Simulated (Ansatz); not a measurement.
## K: what changed settings do

The reference input for Ansatz (plane-wave DFT with PAW):

```yaml
crystal:
  lattice:
    - [-2.618, 2.618, 2.618]
    - [2.618, -2.618, 2.618]
    - [2.618, 2.618, -2.618]
  atoms:
    - { symbol: K, position: [0.0, 0.0, 0.0] }
basis:
  ecutwfc: 420
kpoints:
  mp_grid: { grid: [6, 6, 6] }
hamiltonian:
  xc: pbe
scf:
  occupations: { method: gaussian, width: 0.1 }
output:
  forces: true
  stress: true
  eigenvalues: true
```

Command:

```bash
ansatz run input.yaml --threads 1 --pin off --max-ram 1331MiB --backend cpu --events-out ev --progress --plain --runs-dir out
```

The run converges in 6 SCF iterations on 16 irreducible k-points: pressure 0.13 GPa, no gap.

Settings here are deliberately varied, not converged. Each trial's input is given as a difference from the reference's; energies are extrapolated to zero smearing where there is one, and pressure is positive in compression.

Question: Trial 1:

```diff
 scf:
-  occupations: { method: gaussian, width: 0.1 }
+  occupations: { method: gaussian, width: "0.02 Ry" }
```

What happens?

Answer: The run converges in 6 SCF iterations on 16 irreducible k-points: energy 9.35 meV per atom below the reference, pressure 0.13 GPa, no gap.